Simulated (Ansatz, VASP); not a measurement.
## Se: VASP beside Ansatz

```xyz
3
Lattice="3.9466 0.0000 0.0000 -1.9733 3.4179 0.0000 0.0000 0.0000 5.1184" Properties=species:S:1:pos:R:3 pbc="T T T"
Se    1.0080    0.0000    1.7061
Se   -0.5040    0.8730    3.4123
Se    1.4693    2.5449    0.0000
```

Alike in both runs: functional LDA; k mesh 9 × 9 × 6; occupations gaussian, width 0.02 eV; no spin polarisation.

Ansatz relaxed the structure, and its values are those at the end. VASP's run is a single point on that final structure, the one shown.

```csv
,VASP,Ansatz
version,VASP 6.6.1,Ansatz 0.2.0
potentials or method,"VASP PAW LDA potentials, release 64 (Se)","scalar-relativistic, plane waves, PAW"
plane-wave cutoff (eV),520,600
valence electrons in the cell,18,48
```

```csv
,VASP,Ansatz,Ansatz less VASP
gap on the k mesh at the Fermi level (eV),0.28,0.29,+0.009
least direct gap on the mesh (eV),0.28,0.29,+0.009
pressure (GPa),0.3,0.0,-0.26
rms of the force components (eV/Å),0.022,0.000,-0.0217
```

The two sets of potentials don't hold the same shells in valence. Ansatz warned: «pseudo_functional_mismatch».

Caveats: an odd mesh through Γ misses points on the zone boundary, where band edges often lie.
